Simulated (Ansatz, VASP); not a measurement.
# One calculation of As, two programs

```
CELL_PARAMETERS angstrom
-1.80735 1.80735 1.80735
1.80735 -1.80735 1.80735
1.80735 1.80735 -1.80735
ATOMIC_POSITIONS crystal
As 0.00000 0.00000 0.00000
```

Alike in both runs: task single point; functional BLYP; k mesh 14 × 14 × 14; occupations fermi-dirac, width 0.1 eV; no spin polarisation.

```csv
,VASP,Ansatz
version,VASP 6.6.1,Ansatz 0.2.0
potentials or method,"VASP PAW PBE potentials, release 64 (As)","plane waves (420 eV) with PAW, scalar-relativistic"
plane-wave cutoff (eV),520,420
valence electrons in the cell,5,15
```

Ansatz gave:

| Item | Value |
| --- | --- |
| pressure (GPa) | -5.6 |

Which values does VASP return?

Pressure (GPa): -5.5.

The functional is the same, so the differences come from potentials, cutoffs and numerics. The two sets of potentials don't hold the same shells in valence.

Caveats: the PAW data sets were made with another functional, which shifts forces and pressure a little (VASP).
